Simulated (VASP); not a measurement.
A run of VASP 6.6.1 is set up as follows.

Contents of POSCAR:

```
BN
1.0
    1.2511217832      0.7223354983      3.3729344033
   -1.2511217832      0.7223354983      3.3729344033
    0.0000000000     -1.4446709966      3.3729344033
N B
1 1
Direct
    0.6672382000      0.6672382000      0.6672382000
    0.0003288000      0.0003288000      0.0003288000
```

Contents of INCAR.step1:

```
  PREC = Accurate
  ENCUT = 520
  EDIFF = 1E-6
  ISMEAR = -1
  SIGMA = 0.05
  LREAL = False
  LASPH = True
  NELM = 60
  ALGO = Normal
  ISIF = 2
  LWAVE = False
  LCHARG = True
  GGA = 91
```

File KPOINTS.step1:

```
regular mesh
0
Gamma
  12 12 12
```

INCAR.step2

```
  PREC = Accurate
  ENCUT = 520
  EDIFF = 1E-6
  ISMEAR = 0
  SIGMA = 0.05
  LREAL = False
  LASPH = True
  NELM = 60
  ALGO = Normal
  ISIF = 2
  LWAVE = False
  LCHARG = False
  GGA = 91
  ICHARG = 11
```

The input KPOINTS.step2:

```
path GLB1,BZGX,QFP1Z,LP
10
line-mode
reciprocal
 0.0000000000  0.0000000000  0.0000000000  G
 0.5000000000  0.0000000000  0.0000000000  L

 0.5000000000  0.0000000000  0.0000000000  L
 0.5000000000  0.1972419765 -0.1972419765  B1

 0.8027580235  0.5000000000  0.1972419765  B
 0.5000000000  0.5000000000  0.5000000000  Z

 0.5000000000  0.5000000000  0.5000000000  Z
 0.0000000000  0.0000000000  0.0000000000  G

 0.0000000000  0.0000000000  0.0000000000  G
 0.3486209883  0.0000000000 -0.3486209883  X

 0.6513790117  0.3486209883  0.0000000000  Q
 0.5000000000  0.5000000000  0.0000000000  F

 0.5000000000  0.5000000000  0.0000000000  F
 0.6513790117  0.6513790117  0.1972419765  P1

 0.6513790117  0.6513790117  0.1972419765  P1
 0.5000000000  0.5000000000  0.5000000000  Z

 0.5000000000  0.0000000000  0.0000000000  L
 0.8027580235  0.3486209883  0.3486209883  P
```

Potentials or basis: VASP PAW PBE potentials, release 64 (N, B).

Run with:

```bash
$ cat potpaw_PBE.64/N/POTCAR potpaw_PBE.64/B/POTCAR > POTCAR
$ cp INCAR.step1 INCAR
$ cp KPOINTS.step1 KPOINTS
$ mpirun -np 1 vasp_std > vasp.out
$ cp INCAR.step2 INCAR
$ cp KPOINTS.step2 KPOINTS
$ mpirun -np 1 vasp_std > vasp.out
```

Problem. What does it give for the band gap on the k mesh?

Solution. 4.28 eV, indirect (least direct gap 4.70 eV).

Problem. Predict the band gap along the path.

Solution. 4.22 eV, indirect (least direct gap 4.71 eV).

Levels at the corners of the path, in eV from the valence-band top:
```
point  band 1  band 2  band 3  band 4  band 5  band 6  band 7  band 8
    Γ  -17.81   -4.23   -1.36   -1.36    5.09   11.64   11.64   13.07
    L  -14.62   -8.98   -4.14   -0.65    5.23    9.88   13.00   14.94
    L  -14.62   -8.98   -4.14   -0.65    5.23    9.88   13.00   14.94
   B1  -14.07   -7.99   -6.93   -0.42    4.77   12.36   14.05   15.94
    B  -14.07   -7.99   -6.93   -0.42    4.77   12.36   14.05   15.94
    Z  -17.55   -6.19   -1.38   -1.38   10.03   11.57   11.57   12.20
    Z  -17.55   -6.19   -1.38   -1.38   10.03   11.57   11.57   12.20
    Γ  -17.81   -4.23   -1.36   -1.36    5.09   11.64   11.64   13.07
    Γ  -17.81   -4.23   -1.36   -1.36    5.09   11.64   11.64   13.07
    X  -14.01   -7.97   -7.11   -0.16    4.60   12.29   13.82   16.37
    Q  -14.01   -7.97   -7.11   -0.16    4.60   12.29   13.82   16.37
    F  -14.55   -8.85   -4.19   -1.23    4.22    9.88   14.17   17.48
    F  -14.55   -8.85   -4.19   -1.23    4.22    9.88   14.17   17.48
   P1  -14.66   -8.71   -4.13   -1.54    4.95    9.94   14.25   16.53
   P1  -14.66   -8.71   -4.13   -1.54    4.95    9.94   14.25   16.53
    Z  -17.55   -6.19   -1.38   -1.38   10.03   11.57   11.57   12.20
    L  -14.62   -8.98   -4.14   -0.65    5.23    9.88   13.00   14.94
    P  -14.66   -8.71   -4.13   -1.54    4.95    9.94   14.25   16.53
```

Caveat: the log is that of the step along the path at fixed density, whose energy, stress, charges and moments have no meaning. PW91 gaps usually lie below the measured ones, often by a third to a half.
